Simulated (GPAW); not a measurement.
## Moving the choice of potentials or basis in Pd

```xyz
1
Lattice="0.0000 1.9465 1.9465 1.9465 0.0000 1.9465 1.9465 1.9465 0.0000" Properties=species:S:1:pos:R:3 pbc="T T T"
Pd    0.0000    0.0000    0.0000
```

Kept alike: task equation of state; functional PBE; k mesh 12 × 12 × 12; occupations fermi-dirac, width 0.05 eV; no spin polarisation. Program: GPAW. Cutoffs run from 600 to 1100 eV. The mesh is that of the run's cell of 1 atom. No spin-orbit coupling.

| choice of potentials or basis | volume (Å³/atom) | bulk modulus (GPa) |
| --- | --- | --- |
| GPAW PAW data sets (gpaw-data 1.2.1) | 15.309 | 167.7 |
| GPAW PAW data sets (gpaw-data 1.2.1), other valence | 15.411 | 166.8 |
| PAW data sets generated for this functional | 15.309 | 167.7 |
| SG15 ONCV 1.2 | 15.333 | 160.9 |

For a metal such a mesh leaves the last digits unconverged. Runs of this series that gave no sound value for these columns are left out. Volume and modulus come from cells scaled at fixed shape and fractions.

Question: What does the choice of potentials or basis change here?

Answer: The volume runs from 15.309 (GPAW PAW data sets (gpaw-data 1.2.1); PAW data sets generated for this functional) to 15.411 Å³/atom (GPAW PAW data sets (gpaw-data 1.2.1), other valence). Measured: 14.72 Å³/atom at 293.15 K (arxiv:2204.14071); nearest GPAW PAW data sets (gpaw-data 1.2.1); PAW data sets generated for this functional, 0.59 Å³/atom off. The runs are for a static lattice. The bulk modulus runs from 160.9 (SG15 ONCV 1.2) to 167.7 GPa (GPAW PAW data sets (gpaw-data 1.2.1); PAW data sets generated for this functional).
